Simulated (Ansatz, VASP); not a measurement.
Sn: VASP beside Ansatz

```
Sn
1.0
     5.77196    0.00000    0.00000
    -2.88598    4.99866    0.00000
     0.00000    0.00000    3.35325
Sn
3
Direct
  0.00000 0.00000 0.00000
  0.33333 0.66667 0.50000
  0.66667 0.33333 0.50000
```

Alike in both runs: task single point; functional BLYP; k mesh 7 × 7 × 11; occupations fermi-dirac, width 0.1 eV; no spin polarisation.

|  | VASP | Ansatz |
| --- | --- | --- |
| version | VASP 6.6.1 | Ansatz 0.2.0 |
| potentials or method | VASP PAW PBE potentials, release 64 (Sn_d) | plane waves (420 eV) with PAW, scalar-relativistic |
| plane-wave cutoff (eV) | 520 | 420 |
| valence electrons in the cell | 42 | 42 |

```csv
,VASP,Ansatz,Ansatz less VASP
pressure (GPa),-1.3,-1.3,+0.04
largest component of the traceless stress (GPa),0.45,0.45,0.000
```

The functional is the same, so the differences come from potentials, cutoffs and numerics.

Caveats: the PAW data sets were made with another functional, which shifts forces and pressure a little (VASP).
